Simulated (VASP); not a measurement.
Crystal: SnSe.

```
CELL_PARAMETERS angstrom
3.18210 0.00000 0.00000
0.00000 3.18210 0.00000
0.00000 0.00000 3.18210
ATOMIC_POSITIONS crystal
Sn 0.50000 0.50000 0.50000
Se 0.00000 0.00000 0.00000
```

Measurements of this composition are mostly on another form, of space group No. 62.

```yaml
Program: VASP 6.6.1
Task: relaxation of cell and atoms
Functional: PBE
Potentials_or_basis: VASP PAW PBE potentials, release 64 (Sn_d, Se)
Cutoff: 600 eV
k_mesh: 8 × 8 × 8
Occupations: gaussian, width 0.03 eV
Spin: no spin polarisation
```

At the start: pressure 58.1 GPa; volume 16.11 Å³/atom.

How do energy, volume and symmetry change on relaxing?

Over 5 steps the energy falls by 1057.9 meV/atom and the volume is 25.03 Å³/atom (+55.4 %); space group Pm-3m (No. 221, to 0.05 Å).

The path:
| step | energy change (eV) | largest force (eV/Å) | pressure (GPa) | volume (Å³) |
| --- | --- | --- | --- | --- |
| 1 | 0.0000 | 0.0000 | 58.14 | 32.22 |
| 2 | -1.5232 | 0.0000 | -8.13 | 67.90 |
| 3 | -2.1142 | 0.0000 | 0.74 | 49.44 |
| 4 | -2.1152 | 0.0000 | -0.41 | 50.48 |
| 5 | -2.1157 | 0.0000 | 0.01 | 50.06 |

Final structure:
```
Sn Se
1.0
     3.68557    0.00000    0.00000
     0.00000    3.68557    0.00000
     0.00000    0.00000    3.68557
Sn Se
1 1
Direct
  0.50000 0.50000 0.50000
  0.00000 0.00000 0.00000
```

Caveat: the volume moved by over 15 % at a fixed basis, so the end points are rough.
